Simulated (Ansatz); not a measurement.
The system is Ti3Al.

```
Ti Al
1.0
     0.00000    3.23178    3.23178
     3.23178    0.00000    3.23178
     3.23178    3.23178    0.00000
Ti Al
3 1
Direct
  0.00000 0.00000 0.00000
  0.25000 0.25000 0.25000
  0.75000 0.75000 0.75000
  0.50000 0.50000 0.50000
```

The cell comes from a database or a generator and needn't be the stable form of this composition.

| Quantity | Value |
| --- | --- |
| Program | Ansatz 0.2.0 |
| Task | single point |
| Functional | PBEsol |
| Potentials or basis | all-electron LAPW, scalar-relativistic |
| Cutoff | 235 eV (chosen from the basis error) |
| Basis error allowed | 0.001 eV/atom |
| k mesh | 7 × 7 × 7 |
| Occupations | fermi-dirac, width 0.05 eV |
| Spin | no spin polarisation |

On this cell: pressure -4.8 GPa; largest force zero by symmetry; band gap on the k mesh none (metal or under the smearing width).

The same run follows on a disturbed copy (atoms moved at random, drawn with an rms of 0.05 Å):

```xyz
4
Lattice="0.0000 3.2318 3.2318 3.2318 0.0000 3.2318 3.2318 3.2318 0.0000" Properties=species:S:1:pos:R:3 pbc="T T T"
Ti   -0.0237   -0.0207    0.0087
Ti    1.5917    1.6693    1.5847
Ti    4.8512    4.8100    4.9361
Al    3.2517    3.2256    3.2180
```

What does the disturbed cell give?

The energy (extrapolated to zero smearing) moves by +10.3 meV/atom; pressure -4.5 GPa; largest force 0.473 eV/Å; band gap on the k mesh none (metal or under the smearing width).

Forces on the atoms (eV/Å):
```
Ti   0.043  0.085  0.062
Ti   0.145 -0.315  0.147
Ti  -0.008  0.120 -0.457
Al  -0.179  0.110  0.248
```

Stress tensor (GPa, compression positive):
```
-4.39 -1.10  0.82
-1.10 -4.48 -0.33
 0.82 -0.33 -4.56
```
